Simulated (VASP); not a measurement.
Runs of VASP 6.6.1 on TiC. The structure is cubic, space group Fm-3m (No. 225). The conventional cell has a = 4.331 Å, b = 4.331 Å, c = 4.331 Å, α = 90.00°, β = 90.00°, γ = 90.00°. Around Ti (site symmetry m-3m) lie 6 C at 2.17 Å. Around C (site symmetry m-3m) lie 6 Ti at 2.17 Å. The cell is a database's computed one.

| task | level | potentials or basis | cell | k mesh | cutoff (eV) | smearing | atoms held fixed (from 0) | other keys | gap on the mesh (eV) | pressure (GPa) |
| --- | --- | --- | --- | --- | --- | --- | --- | --- | --- | --- |
| single point | PBEsol | VASP PAW PBE potentials, release 54 (Ti_sv, C) | as given | 11 × 11 × 11 | 520 | gaussian 0.02 eV | - | - | none | (a) |
| density of states | SCAN+D3(BJ) | VASP PAW PBE potentials, release 64 (Ti_sv, C) | as given | 11 × 11 × 11 | 520 | fermi-dirac 0.05 eV | - | - | none | -3.1 |
| electron localisation function | PW91 | VASP PAW PBE potentials, release 64 (Ti_sv_GW, C_GW) | atoms moved at random, drawn with an rms of 0.02 Å | 11 × 11 × 11 | 550 | fermi-dirac 0.1 eV | - | - | none | -0.7 |
| relaxation of the atoms | AM05+D4 | VASP PAW PBE potentials, release 64 (Ti_sv_GW, C_GW) | atoms relaxed from: atoms moved at random, drawn with an rms of 0.1 Å | 9 × 9 × 9 | 600 | gaussian 0.05 eV | [0] | k = 9 × 9 × 9; NBANDS = 12 | none | -11.3 |

Alike in all rows: no spin polarisation.

**Question.** Estimate the missing entries.

**Answer.** (a) -6.5.

Caveats: the PAW data sets were made with another functional, which shifts forces and pressure a little; pairwise dispersion overbinds metals, which lowers pressure and volume (some runs).

A gap of «none» marks a metal or a gap under the smearing width.

Runs at the PBE level aren't shown here.
